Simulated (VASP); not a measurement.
MgO:

```xyz
2
Lattice="0.0000 2.0970 2.0970 2.0970 0.0000 2.0970 2.0970 2.0970 0.0000" Properties=species:S:1:pos:R:3 pbc="T T T"
Mg    0.0000    0.0000    0.0000
O     2.0970    2.0970    2.0970
```

The cell is a database's computed one.

Base run:

```yaml
Program: VASP 6.6.1
Functional: PBEsol
Potentials_or_basis: VASP PAW PBE potentials, release 64 (Mg, O)
Cutoff: 520 eV
k_mesh: 12 × 12 × 12
Occupations: gaussian, width 0.02 eV
Spin: no spin polarisation
```

Its results: band gap on the k mesh 4.76 eV, direct.

Task: The run is repeated on the same cell with these changes: functional from PBEsol to TB-mBJ. What comes out?

Result: Band gap on the k mesh 6.90 eV, direct.
